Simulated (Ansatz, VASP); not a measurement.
## NaCl: VASP beside Ansatz

```
CELL_PARAMETERS angstrom
0.00000 2.80095 2.80095
2.80095 0.00000 2.80095
2.80095 2.80095 0.00000
ATOMIC_POSITIONS crystal
Na 0.00000 0.00000 0.00000
Cl 0.50000 0.50000 0.50000
```

Alike in both runs: task relaxation of cell and atoms; functional PBEsol; k mesh 8 × 8 × 8; no spin polarisation.

```csv
,VASP,Ansatz
version,VASP 6.6.1,Ansatz 0.2.0
potentials or method,"VASP PAW PBE potentials, release 64 (Na_pv, Cl)","scalar-relativistic, plane waves, PAW"
plane-wave cutoff (eV),600,420
occupations,"gaussian, width 0.01 eV",fixed
valence electrons in the cell,14,16
```

Ansatz gave:

- gap on the k mesh at the Fermi level, each at its own relaxed structure (eV): 5.01
- relaxed volume (Å³/atom): 21.97
- relaxed cell length with the largest relative difference (Å): 3.961

**Question.** What did VASP give for the same quantities?

**Answer.** gap on the k mesh at the Fermi level, each at its own relaxed structure (eV): 5.00; relaxed volume (Å³/atom): 22.01; relaxed cell length with the largest relative difference (Å): 3.964.

The two sets of potentials don't hold the same shells in valence.

Caveats: the PAW data sets were made with another functional, which shifts forces and pressure a little (VASP).
